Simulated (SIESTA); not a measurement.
Crystal: V.

```
CELL_PARAMETERS angstrom
-1.51435 1.51435 1.51435
1.51435 -1.51435 1.51435
1.51435 1.51435 -1.51435
ATOMIC_POSITIONS crystal
V 0.00000 0.00000 0.00000
```

Base run:

```yaml
Program: SIESTA 5.4.2
Functional: PBE
Potentials_or_basis: PseudoDojo 0.4 standard (PBE files)
Basis: DZ (energy shift 0.003 Ry; two zetas on semicore shells)
Grid_cutoff: 800 Ry
Energy_shift: 0.003 Ry
k_mesh: 12 × 12 × 12
Occupations: fermi-dirac, width 0.05 eV
Spin: collinear spin, ferromagnetic start
Starting_moments: "[2.0] μB"
```

Its results: band gap on the k mesh none (metal or under the smearing width); pressure -8.1 GPa; net moment 0.00 μB per cell.

**Question.** The run is repeated on the same cell with these changes: basis from DZ (energy shift 0.003 Ry; two zetas on semicore shells) to DZP (energy shift 0.003 Ry; two zetas on semicore shells). What comes out?

**Answer.** Band gap on the k mesh none (metal or under the smearing width); pressure -5.1 GPa; net moment 0.00 μB per cell.

Caveats: the basis of atomic orbitals isn't converged, which shifts pressures, moduli and gaps; the basis has no polarisation orbitals (some runs).
